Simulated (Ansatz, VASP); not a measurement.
# Two plane-wave programs on BAs

```
B As
1.0
     0.00000    2.43883    2.43883
     2.43883    0.00000    2.43883
     2.43883    2.43883    0.00000
B As
1 1
Direct
  0.00000 0.00000 0.00000
  0.25000 0.25000 0.25000
```

Alike in both runs: task single point; functional r2SCAN; k mesh 10 × 10 × 10; occupations gaussian, width 0.02 eV; no spin polarisation.

|  | VASP | Ansatz |
| --- | --- | --- |
| version | VASP 6.6.1 | Ansatz 0.2.0 |
| potentials or method | VASP PAW PBE potentials, release 64 (B, As) | scalar-relativistic, plane waves, PAW |
| plane-wave cutoff (eV) | 520 | 500 |
| valence electrons in the cell | 8 | 18 |

```tsv
	VASP	Ansatz	Ansatz less VASP
gap on the k mesh at the Fermi level (eV)	1.43	1.43	-0.002
least direct gap on the mesh (eV)	3.38	3.37	-0.004
pressure (GPa)	-7.2	-7.3	-0.13
```

The two sets of potentials don't hold the same shells in valence.

Caveats: the PAW data sets were made with another functional, which shifts forces and pressure a little (VASP). A k mesh can miss the band edges. r2SCAN opens gaps a little over a GGA but as a rule still falls short of measured ones.
